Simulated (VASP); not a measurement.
## GaP (F-43m) under uniaxial stress along [111]

Strain engineering needs slopes: what does uniaxial stress along [111] do to the lattice and the band edges of GaP?

Method: LDA; plane waves and PAW (Ga_d, P), in the first sound run; inputs show where later runs differ, in VASP 6.6.1.

This is a report of a sequence of runs, with most program output left out.

### Step 1. Set-up

It takes space group F-43m (No. 216, cubic). Conventional cell: a = 5.451 Å, b = 5.451 Å, c = 5.451 Å, α = 90.00°, β = 90.00°, γ = 90.00°. Nearest to Ga lie 4 P at 2.36 Å. P has 4 Ga at 2.36 Å nearest. Farther neighbours are not listed.

### Step 2. Relax the crystal, LDA

The series starts from the cell that this level prefers, so that zero strain is near zero stress.

This step took 2 runs in a row; the last is shown.

Level: LDA; plane waves and PAW (Ga_d, P).

INCAR reads:

```
SYSTEM = GaP
PREC = Accurate
ENCUT = 450
EDIFF = 1E-07
NELM = 120
ISMEAR = 0
SIGMA = 0.02
LREAL = .FALSE.
ALGO = Normal
GGA = CA
NBANDS = 15
LASPH = .TRUE.
LORBIT = 11
LWAVE = .FALSE.
LCHARG = .FALSE.
KPAR = 12
IBRION = 2
NSW = 40
ISIF = 3
EDIFFG = -0.005
POTIM = 0.4
```

POSCAR reads:

```
GaP
1.0
    0.0000000000      2.6961434037      2.6961434037
    2.6961434037      0.0000000000      2.6961434037
    2.6961434037      2.6961434037      0.0000000000
Ga P
1 1
Direct
    0.0000000000      0.0000000000      0.0000000000
    0.2500000000      0.2500000000      0.2500000000
```

KPOINTS reads:

```
Automatic mesh
0
Gamma
10 10 10
0 0 0
```

Potentials, in the order of the species: Ga_d and P (LDA family, release 64).

Launch:

```sh
> mpirun -np 12 vasp_std
```

Elapsed: 2.2 s, on 12 MPI ranks of Intel Xeon 6975P-C (Granite Rapids), shared host; peak memory 1.8 GiB; 20 s of CPU time.

This run gave:

- energy(sigma→0) of the program: -10.4526 eV
- stress, compression positive: -0.01 along [111], -0.01 across it (mean), GPa
- volume: 39.198 Å³
- ionic steps: 1

### Step 3. Strain across the axis, LDA

One member in full: the axis is strained by 2 %, and the two directions across it are strained alike until their mean stress is under 0.012 GPa or five steps are spent.

This step took 3 runs, each at a new trial strain with the atoms of the one before; the last is shown.

Level: LDA; plane waves and PAW (Ga_d, P); cell typed or built by script.

INCAR, as its differences from that of step 2:

```diff
@@ -15,7 +15,7 @@
 LCHARG = .FALSE.
-KPAR = 12
-IBRION = 2
-NSW = 40
-ISIF = 3
-EDIFFG = -0.005
-POTIM = 0.4
+KPAR = 3
+IBRION = 1
+NSW = 25
+ISIF = 2
+EDIFFG = -0.004
+POTIM = 0.3
```

POSCAR reads:

```
GaP
1.0
    0.0424861010      2.7288232210      2.7288232210
    2.7288232210      0.0424861010      2.7288232210
    2.7288232210      2.7288232210      0.0424861010
Ga P
1 1
Direct
    0.0010426454      0.0010426454      0.0010426454
    0.2489573546      0.2489573546      0.2489573546
```

KPOINTS is that of step 2.

Launch:

```sh
> mpirun -np 3 vasp_std
```

It took 11 s on 3 MPI ranks; peak memory 0.5 GiB.

Numbers from this step:

| Quantity | Value |
| --- | --- |
| energy(sigma→0) of the program | -10.4448 eV |
| stress, compression positive | -3.31 along [111], 0.01 across it (mean), GPa |
| ionic steps | 1 |

### Step 4. Band edges, TB-mBJ with spin-orbit coupling

Short lines in KPOINTS_OPT sample the zone centre along and across the axis, for masses, and the other valleys.

Level: TB-mBJ, spin-orbit coupling; plane waves and PAW (Ga_d, P); cell typed or built by script.

TB-mBJ has no energy functional, so the total energy, stress and pressure in this output mean nothing.

INCAR reads:

```
SYSTEM = GaP
PREC = Accurate
ENCUT = 450
EDIFF = 1E-06
NELM = 150
ISMEAR = 0
SIGMA = 0.02
LREAL = .FALSE.
ALGO = Normal
METAGGA = MBJ
LASPH = .TRUE.
LNONCOLLINEAR = .TRUE.
MAGMOM = 0 0 0 0 0 0
NBANDS = 28
GGA_COMPAT = .FALSE.
LSORBIT = .TRUE.
LWAVE = .FALSE.
LCHARG = .FALSE.
KPAR = 3
```

POSCAR is that of step 3.

KPOINTS reads:

```
Automatic mesh
0
Gamma
8 8 8
0 0 0
```

KPOINTS_OPT reads:

```
Line mode
6
Line-mode
Reciprocal
  0.00000000   0.00000000   0.00000000
  0.02526985   0.02526985   0.02526985

  0.00000000   0.00000000   0.00000000
 -0.01511596   0.01511596   0.00000000

  0.31000000   0.31000000   0.00000000
  0.50000000   0.50000000   0.00000000

  0.00000000   0.31000000   0.31000000
  0.00000000   0.50000000   0.50000000

  0.45000000   0.45000000   0.45000000
  0.50000000   0.50000000   0.50000000

  0.45000000   0.00000000   0.00000000
  0.50000000   0.00000000   0.00000000

  0.42500000   0.42500000   0.00000000
  0.42533809   0.44671529   0.02171529

  0.50000000   0.50000000   0.50000000
  0.48488404   0.51511596   0.50000000
```

Launch:

```sh
> mpirun -np 3 vasp_ncl
```

It took 2.8 min on 3 MPI ranks; peak memory 1.4 GiB.

### Step 5. Band edges, r2SCAN with spin-orbit coupling

Level: r2SCAN, spin-orbit coupling; plane waves and PAW (Ga_d, P); cell typed or built by script.

INCAR, as its differences from that of step 4:

```diff
@@ -4,3 +4,3 @@
 EDIFF = 1E-06
-NELM = 150
+NELM = 100
 ISMEAR = 0
@@ -9,3 +9,3 @@
 ALGO = Normal
-METAGGA = MBJ
+METAGGA = R2SCAN
 LASPH = .TRUE.
```

POSCAR is that of step 4.

KPOINTS is that of step 4.

KPOINTS_OPT is that of step 4.

Launch:

```sh
> mpirun -np 3 vasp_ncl
```

It took 4.6 min on 3 MPI ranks; peak memory 1.3 GiB.

Numbers from this step:

| Item | Value |
| --- | --- |
| energy(sigma→0) of the program | -180.0871 eV |
| stress, compression positive | -0.82 along [111], 2.73 across it (mean), GPa |

The run ends at a pressure of 1.54 GPa, with forces up to 0.0035 eV/Å.

### Step 6. The table

Runs beyond LDA use the data sets made with LDA; this shifts their levels slightly, and their total energies have another zero (at TB-mBJ, which has no energy functional, they mean nothing).

The other members went through these steps as far as the tables show, with the same cutoff and, step by step, the same mesh; 38 runs are not shown. The session took 3.4 core hours (wall time by ranks) on a shared machine.

| strain along the axis (%) | strain across the axis (%) | stress along the axis, tension positive (GPa) | energy above the unstrained row (meV/atom) | gap on the mesh, LDA (eV) |
| --- | --- | --- | --- | --- |
| -2.000 | 0.387 | -3.425 | 4.320 | 1.210 |
| -1.500 | 0.285 | -2.560 | 2.450 | 1.275 |
| -1.000 | 0.192 | -1.701 | 1.116 | 1.321 |
| -0.500 | 0.090 | -0.842 | 0.305 | 1.363 |
| 0 | 0.000 | 0.006 | 0.000 | 1.402 |
| 0.500 | -0.099 | 0.845 | 0.233 | 1.389 |
| 1.000 | -0.189 | 1.677 | 0.967 | 1.375 |
| 1.500 | -0.278 | 2.498 | 2.194 | 1.358 |
| 2.000 | -0.364 | 3.308 | 3.929 | 1.331 |

Slopes at zero strain, from cubics through all rows: strain ratio -0.190, stress over strain 169 GPa.

Band edges at TB-mBJ with spin-orbit coupling, counted from the valence-band top at Γ, spin-orbit pairs averaged, with one row partly withheld:

| strain along the axis (%) | gap (eV) | conduction band at Γ (eV) | Δ or X valley along z (eV) | Δ or X valley along x (eV) | lowest conduction level at L, [111] (eV) | lowest conduction level at L, [-111] (eV) | second valence level below the top (eV) | third valence level below the top (eV) |
| --- | --- | --- | --- | --- | --- | --- | --- | --- |
| -2.000 | 2.116 | 3.127 | 2.116 | 2.116 | 2.324 | 2.654 | 0.186 | 0.244 |
| -1.500 | 2.171 | 3.155 | 2.167 | 2.167 | 2.412 | 2.659 | 0.135 | 0.195 |
| -1.000 | 2.219 | 3.176 | 2.216 | 2.216 | 2.498 | 2.662 | 0.086 | 0.148 |
| -0.500 | 2.259 | 3.189 | 2.258 | 2.258 | 2.581 | 2.662 | 0.040 | 0.107 |
| 0 | 2.289 | 3.188 | 2.288 | 2.288 | 2.655 | 2.655 | 0.000 | 0.079 |
| 0.500 | 2.276 | 3.143 | 2.275 | 2.275 | 2.691 | 2.608 | 0.026 | 0.104 |
| 1.000 | 2.261 | 3.090 | 2.259 | 2.259 | 2.724 | 2.562 | 0.037 | 0.143 |
| 1.500 | 2.242 | 3.031 | 2.239 | 2.239 | ? | 2.514 | 0.043 | 0.188 |
| 2.000 | 2.221 | 2.966 | 2.216 | 2.216 | 2.790 | 2.467 | 0.045 | 0.235 |

Conduction masses, in electron masses:

| strain along the axis (%) | conduction mass at Γ, along the strain axis or the normal of the plane | conduction mass at Γ, across the strain axis or in the plane | L [111] mass, longitudinal | L [111] mass, transverse along [1-10] |
| --- | --- | --- | --- | --- |
| -2.000 | 0.265 | 0.165 | 1.749 | 0.166 |
| -1.500 | 0.242 | 0.169 | 1.755 | 0.167 |
| -1.000 | 0.220 | 0.172 | 1.772 | 0.168 |
| -0.500 | 0.201 | 0.178 | 1.789 | 0.167 |
| 0 | 0.183 | 0.184 | 1.811 | 0.169 |
| 0.500 | 0.169 | 0.190 | 1.819 | 0.169 |
| 1.000 | 0.155 | 0.198 | 1.819 | 0.169 |
| 1.500 | 0.145 | 0.206 | 1.827 | 0.169 |
| 2.000 | 0.136 | 0.215 | 1.865 | 0.170 |

Band edges at r2SCAN with spin-orbit coupling, counted from the valence-band top at Γ, spin-orbit pairs averaged:

| strain along the axis (%) | gap (eV) | conduction band at Γ (eV) | Δ or X valley along z (eV) | Δ or X valley along x (eV) | lowest conduction level at L, [111] (eV) | lowest conduction level at L, [-111] (eV) | second valence level below the top (eV) | third valence level below the top (eV) |
| --- | --- | --- | --- | --- | --- | --- | --- | --- |
| -2.000 | 1.589 | 2.546 | 1.588 | 1.588 | 1.769 | 2.122 | 0.185 | 0.248 |
| -1.500 | 1.643 | 2.572 | 1.640 | 1.640 | 1.860 | 2.123 | 0.135 | 0.200 |
| -1.000 | 1.691 | 2.591 | 1.690 | 1.690 | 1.948 | 2.124 | 0.086 | 0.153 |
| -0.500 | 1.732 | 2.602 | 1.731 | 1.731 | 2.035 | 2.121 | 0.040 | 0.112 |
| 0 | 1.762 | 2.599 | 1.762 | 1.762 | 2.112 | 2.112 | 0.000 | 0.084 |
| 0.500 | 1.749 | 2.552 | 1.748 | 1.748 | 2.151 | 2.063 | 0.026 | 0.109 |
| 1.000 | 1.732 | 2.497 | 1.731 | 1.731 | 2.187 | 2.014 | 0.039 | 0.147 |
| 1.500 | 1.712 | 2.437 | 1.710 | 1.710 | 2.224 | 1.964 | 0.045 | 0.193 |
| 2.000 | 1.689 | 2.371 | 1.685 | 1.685 | 2.259 | 1.915 | 0.048 | 0.240 |

Conduction masses, in electron masses:

| strain along the axis (%) | conduction mass at Γ, along the strain axis or the normal of the plane | conduction mass at Γ, across the strain axis or in the plane | L [111] mass, longitudinal | L [111] mass, transverse along [1-10] |
| --- | --- | --- | --- | --- |
| -2.000 | 0.206 | 0.130 | 1.751 | 0.140 |
| -1.500 | 0.188 | 0.133 | 1.730 | 0.140 |
| -1.000 | 0.172 | 0.136 | 1.754 | 0.140 |
| -0.500 | 0.157 | 0.139 | 1.760 | 0.141 |
| 0 | 0.144 | 0.144 | 1.763 | 0.141 |
| 0.500 | 0.132 | 0.148 | 1.786 | 0.142 |
| 1.000 | 0.122 | 0.153 | 1.798 | 0.142 |
| 1.500 | 0.114 | 0.159 | 1.801 | 0.142 |
| 2.000 | 0.106 | 0.164 | 1.843 | 0.143 |

### Step 7. Working out the slope

The quantity to fit is the splitting of the lowest conduction levels at the L points ([111] less [-111]) at TB-mBJ with spin-orbit coupling: -0.330, -0.246, -0.164, -0.081, 0.000, 0.082, 0.163, 0.322 eV in the rows shown.

Fitting a parabola to the 8 known rows (d: strain along the axis less the strain across it, in %) gives E = − 4.05e-4 d² + 0.1372 d + 1.06e-4 in eV; the residuals are 1.7e-4 eV r.m.s.

For the withheld row, d = 1.778, the fit gives 0.2429 eV.

### Step 8. Checking the prediction

The calculation gives 0.2431 eV, so the prediction is 0.0002 eV too low.

The splitting is Ξu times 8/9 of d, with d as a fraction, so the linear term gives Ξu = 15.4 eV.

### Step 9. Summary of results

```json
{"Poisson ratio": "0.190", "Young's modulus along the axis": "169 GPa", "gap of the unstrained cell, TB-mBJ with spin-orbit coupling": "2.29 eV", "gap of the unstrained cell, r2SCAN with spin-orbit coupling": "1.76 eV", "shear deformation potential Ξu of the lowest conduction levels at L": "15.4 eV", "error of the predicted row": "-0.2 meV"}
```

As a check, the curvature of the energy gives 169 GPa for the same modulus (energy per volume = E/2 × strain²), 0 % from the slope of the stress. At TB-mBJ with spin-orbit coupling the lowest conduction valley is Δ or X throughout, and the gap runs between 2.12 and 2.29 eV. At r2SCAN with spin-orbit coupling the lowest conduction valley is Δ or X throughout, and the gap runs between 1.59 and 1.76 eV. Hole masses are left out throughout, since the top bands are degenerate or cross in many series; of conduction masses, those of the Γ, L and (for Si and Ge under (001) strain) Δ valleys are kept where they change by under an eighth between rows. TB-mBJ is a potential fitted for gaps; it has no energy functional, so its total energies and forces mean nothing, and its bands tend to come out too narrow. r2SCAN opens gaps somewhat over GGA but leaves them below measured values as a rule. Δ or X levels are the lowest on their line, refined by a parabola unless they lie at X; the gap is read from all points sampled and can differ from the lowest valley by some meV, or by tens of meV where strain moves the valence top off Γ. Temperature, zero-point motion and excitons are left out.

[Lines on the potential files, build, host, timing and source positions are cut from VASP's logs without a mark.]

[Logs are printed without paths, hosts, clocks, repeated set-up lines and the standing remarks that a program may print on its own settings, such as how far it seeks lower states.]

[Hosts, paths, dates, database ids (printed as entryN), source tags and the programs' standing remarks are cut or masked in the printed files.]

[In band tables of VASP the shares of atoms and orbitals are scaled to a sum of 1 inside the atoms' spheres.]
